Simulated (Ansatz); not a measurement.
**Te2Pt (CdI2 type): a single-point run**

The task is a single-point run on Te2Pt (CdI2 type). The structure is shown as the input types it.

Program: Ansatz 0.2.0. Level of theory: DFT, PBE, PAW with Ansatz's default frozen-core files, scalar-relativistic (as first typed). These are calculated values, not measurements.

1 further run of the same task is left out (it didn't finish).

## (1) The structure to begin with

Symmetry: P-3m1, No. 164, trigonal system. The conventional cell has a = 4.090 Å, b = 4.090 Å, c = 5.383 Å, α = 90.00°, β = 90.00°, γ = 120.00°. Around Pt (site symmetry -3m) lie 6 Te at 2.73 Å. Te (site symmetry 3m) has 3 Pt at 2.73 Å as nearest neighbours.

Coordinates:

```xyz
3
Lattice="4.0900 0.0000 0.0000 -2.0450 3.5420 0.0000 0.0000 0.0000 5.3827" Properties=species:S:1:pos:R:3 pbc="T T T"
Pt    0.0000    0.0000    0.0000
Te    0.0000    2.3613    1.3618
Te    2.0450    1.1807    4.0209
```

## (2) The run

input.yaml

```yaml
crystal:
  lattice:
    - [4.0899624096, 0.0, 0.0]
    - [-2.0449812048, 3.5420113472, 0.0]
    - [0.0, 0.0, 5.3827046313]
  atoms:
    - { symbol: Pt, position: [0.0, 0.0, 0.0] }
    - { symbol: Te, position: [0.3333333333, 0.6666666667, 0.2530028067] }
    - { symbol: Te, position: [0.6666666667, 0.3333333333, 0.7469971933] }
kpoints:
  mp_grid: { grid: [10, 10, 6] }
  band_path:
    path:
      - [0.0, 0.0, 0.0]
      - [0.5, 0.0, 0.0]
      - [0.3333333333, 0.3333333333, 0.0]
      - [0.0, 0.0, 0.0]
      - [0.0, 0.0, 0.5]
      - [0.5, 0.0, 0.5]
      - [0.3333333333, 0.3333333333, 0.5]
      - [0.0, 0.0, 0.5]
      - [0.5, 0.0, 0.5]
    npoints: 14
scf:
  occupations: { method: fermi_dirac, width: 0.05 }
  max_iter: 80
hamiltonian:
  xc: pbe
  pseudopotentials: { kind: paw }
output:
  forces: true
  stress: true
  eigenvalues: true
  efg: { contact_densities: true }
  populations: true
ENCUT: 0.3
```

Run with:

```bash
$ ansatz run input.yaml --threads 1 --pin off --max-ram 3072MiB --backend cpu --events-out ev --progress --plain --runs-dir out
```

**Question.** How will this run end, and is anything wrong with its input?

The run ended at the input check. It says: «line 36 column 1: unknown field `ENCUT`, expected one of crystal, accuracy, basis, kpoints, hamiltonian, magnetization, ...»

Look at the input: ENCUT is 0.3. A setting was typed under another program's name, or in the wrong section.

Remedy: delete ENCUT.
